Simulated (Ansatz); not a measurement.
# Ag: the cost of one run

Computed with Ansatz 0.2.0 (DFT PBE, scalar-relativistic, plane waves, PAW, unless a step's input says otherwise).

This is Ag in the bcc structure; at room conditions it is fcc.

## 1. The starting structure

Symmetry: Im-3m, No. 229, cubic system. The conventional cell has a = 3.246 Å, b = 3.246 Å, c = 3.246 Å, α = 90.00°, β = 90.00°, γ = 90.00°. Ag (site symmetry m-3m) has 8 Ag at 2.81 Å as nearest neighbours.

Coordinates:

```
CELL_PARAMETERS angstrom
-1.62312 1.62312 1.62312
1.62312 -1.62312 1.62312
1.62312 1.62312 -1.62312
ATOMIC_POSITIONS crystal
Ag 0.00000 0.00000 0.00000
```

## 2. At the starting volume

Input file input.yaml:

```yaml
crystal:
  lattice:
    - [-1.6231181371, 1.6231181371, 1.6231181371]
    - [1.6231181371, -1.6231181371, 1.6231181371]
    - [1.6231181371, 1.6231181371, -1.6231181371]
  atoms:
    - { symbol: Ag, position: [0.0, 0.0, 0.0] }
basis:
  ecutwfc: 420
  ecutrho_ratio: 4
kpoints:
  mp_grid: { grid: [18, 18, 18] }
hamiltonian:
  xc: pbe
scf:
  occupations: { method: gaussian, width: 0.05 }
output:
  forces: true
  stress: true
  eigenvalues: true
```

**Question.** How long does this run take on 2 threads of an Arm CPU, shared host, and how much memory does it need?

About 1.1 s, with a peak of 0.37 GiB.
